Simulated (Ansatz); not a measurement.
Computed with Ansatz, DFT PBE, scalar-relativistic, plane waves, PAW. Settings: cutoff 420 eV, Γ-centred meshes spaced at most about 0.3 Å⁻¹, and about 0.25 Å⁻¹ or finer for metals (2π included), Gaussian smearing. No spin polarisation.

Each guess is relaxed in cell and atoms at zero pressure, on a coarse mesh first where it starts far from rest and then on a converged one. The steps can't lower the symmetry of the start, but it can rise. Energies are static (0 K, no zero-point motion).

This guess for SiMo3 isn't its lowest structure:

Space group P4/mmm (No. 123). a = 3.832 Å, b = 3.832 Å, c = 5.058 Å, α = 90.00°, β = 90.00°, γ = 90.00°
```
atom  site  symmetry       x       y       z
  Si    1b     4/mmm  0.0000  0.0000  0.5000
  Mo    1a     4/mmm  0.0000  0.0000  0.0000
  Mo    1d     4/mmm  0.5000  0.5000  0.5000
  Mo    1c     4/mmm  0.5000  0.5000  0.0000
```

Task: What does it relax into?

Result: P4/mmm at 18.6 Å³/atom → P4/mmm at 17.0 Å³/atom. Conventional cell: a = 3.587 Å, c = 5.273 Å. Si has 6 Mo at 2.54–2.64 Å; Mo on its first site is surrounded by 4 Mo at 2.54 Å and 2 Si at 2.64 Å; Mo on its second site has 4 Si at 2.54 Å and 2 Mo at 2.64 Å; around Mo on its third site lie 6 Mo at 2.54–2.64 Å.

```cif
data_structure
_symmetry_space_group_name_H-M 'P4/mmm'
_symmetry_Int_Tables_number 123
_cell_length_a 3.5866
_cell_length_b 3.5866
_cell_length_c 5.2731
_cell_angle_alpha 90.000
_cell_angle_beta 90.000
_cell_angle_gamma 90.000
_cell_volume 67.83
loop_
_atom_site_label
_atom_site_type_symbol
_atom_site_symmetry_multiplicity
_atom_site_Wyckoff_symbol
_atom_site_fract_x
_atom_site_fract_y
_atom_site_fract_z
_atom_site_occupancy
Si1 Si 1 b 0.00000 0.00000 0.50000 1
Mo1 Mo 1 a 0.00000 0.00000 0.00000 1
Mo2 Mo 1 d 0.50000 0.50000 0.50000 1
Mo3 Mo 1 c 0.50000 0.50000 0.00000 1
```

Task: Compare it with the lowest SiMo3 structure at this level.

Result: It lies 1.20 eV/atom above the lowest of the 10 forms computed, a structure that the Crystallography Open Database (COD) lists, of the A15 type. Space group Pm-3n (No. 223), cubic, a = 4.906 Å. Si is surrounded by 12 Mo at 2.74 Å; Mo is surrounded by 2 Mo at 2.45 Å, 4 Si at 2.74 Å and 8 Mo at 3.00 Å. That form has 14.8 Å³/atom and no gap on its mesh, nor has the guess's end. Counting Mo atoms around Si (those within 1.25 times the shortest such distance or 1.15 times the sum of covalent radii, 1.27 where that leaves under three), the guess's end has Si 6 and the lowest form has Si 12.

Some candidate types were left out of the draw beforehand, so a known form may be missing.

The relaxation contracts the cell but leaves its topology intact: the end point is a slightly elongated simple cubic array with Si and Mo ordered over its sites. Every atom sits on a position without free coordinates, so only the two cell lengths could respond, and no change in their ratio turns this primitive framework into a densely packed one.

That explains most of the 1.20 eV/atom penalty. Molybdenum has a roughly half-filled d shell and gains most cohesion from many metal neighbours, which a six-coordinate network can't supply. The Si–Mo contacts are shorter than in the A15 form, as expected when fewer bonds share the electrons, but this doesn't make up for the lost coordination. A15 combines twelve-coordinate Si with close Mo–Mo contacts along chains and packs into 14.8 Å³/atom against 17.0 Å³/atom. Its place as the lowest form computed agrees with the known structure of Mo₃Si. The guess's end is probably a stationary point held by symmetry rather than a true metastable phase, which phonons or a relaxation from displaced atoms could test.
